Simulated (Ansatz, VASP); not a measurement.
**One calculation of Os, two programs**

```
CELL_PARAMETERS angstrom
2.73410 0.00000 0.00000
-1.36705 2.36780 0.00000
0.00000 0.00000 4.31970
ATOMIC_POSITIONS crystal
Os 0.66667 0.33333 0.75000
Os 0.33333 0.66667 0.25000
```

Alike in both runs: functional r2SCAN50; k mesh 6 × 6 × 3; occupations fermi-dirac, width 0.05 eV; no spin polarisation.

|  | VASP | Ansatz |
| --- | --- | --- |
| version | VASP 6.6.1 | Ansatz 0.2.0 |
| potentials or method | VASP PAW PBE potentials, release 64 (Os) | Ansatz PAW |
| plane-wave cutoff (eV) | 520 | 500 |
| valence electrons in the cell | 16 | 32 |
| task | band structure | single point |

Ansatz gave:

```
gap on the k mesh at the Fermi level (eV)       : none
pressure (GPa)                                  : -20.8
largest component of the traceless stress (GPa) : 6.89
```

What did VASP give for the same quantities?

gap on the k mesh at the Fermi level (eV): none; pressure (GPa): -19.0; largest component of the traceless stress (GPa): 5.97.

A gap of «none» marks a metal or a gap that the smearing closes. The functional is the same, so the differences come from potentials, cutoffs and numerics. The two sets of potentials don't hold the same shells in valence.

Caveats: the k mesh is coarse (spacing up to 0.48 Å⁻¹), so the values aren't converged, least of all with exact exchange; so large a pressure means that the cell lies far from this level's equilibrium, or that cutoff or potentials fall short; an unscreened hybrid on a path of extra k points without a Coulomb cutoff has errors near the mesh points, so the bands along the path aren't reliable (VASP); the potentials were made for another functional, which shifts forces and pressure (VASP); spin-orbit coupling is left out, which moves the levels of the heavy elements (VASP); the PAW data sets come from PBE, with cores solved anew for the run's functional, which leaves a small shift of forces and pressure (Ansatz); the thresholds are loose for stress (Ansatz).
